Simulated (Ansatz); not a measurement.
Computed properties of TiS2

```xyz
3
Lattice="3.4120 0.0000 0.0000 -1.7060 2.9549 0.0000 0.0000 0.0000 5.6950" Properties=species:S:1:pos:R:3 pbc="T T T"
Ti    0.0000    0.0000    0.0000
S     0.0000    1.9699    1.4238
S     1.7060    0.9850    4.2713
```

Atoms are numbered in the order listed.

The cell comes from COD entry 1537865, which wasn't checked; take it as a given geometry. It is an old determination, and later ones may differ.

Levels of theory: DFT, PBEsol, all-electron LAPW, scalar-relativistic (Ansatz 0.2.0); DFT, PBEsol, PAW with Ansatz's default frozen-core files, scalar-relativistic (Ansatz 0.2.0).

For LAPW: a Γ-centred 14×14×7 k mesh, Fermi–Dirac smearing of 0.05 eV, basis error target 1 meV/atom, no spin polarisation. PAW takes a cutoff of 420 eV at this cell (files made with PBE, cores remade for this functional). The Ansatz runs share mesh, smearing and spin set-up. Values come from LAPW unless marked.

```
Band gap        : none at this level of theory (metallic, semimetallic, or a small gap that the functional closes)
Volume per atom : 19.14 Å³
```

Question: Give the computed value. Bader charges (from the PAW run).

Answer: Ti1 +1.71, S2 -0.86 e.

Question: Largest force: what does the calculation give?

Answer: 0.285 eV/Å on S2.

Question: Pressure at this cell: what does the calculation give?

Answer: -3.54 GPa.

Question: Give the computed value. Stress xx, yy, zz (compression positive).

Answer: -4.02, -4.02, -2.58 GPa.

Question: Predict this quantity. Density of states at the Fermi level (0.2 eV bin).

Answer: 0.24 states/eV per cell.

Question: Predict this quantity. Löwdin charges (with 0.15 e of the cell spilling out of the atomic basis, so their sizes and signs hang on that basis).

Answer: Ti1 0.79, S2 -0.32 e.
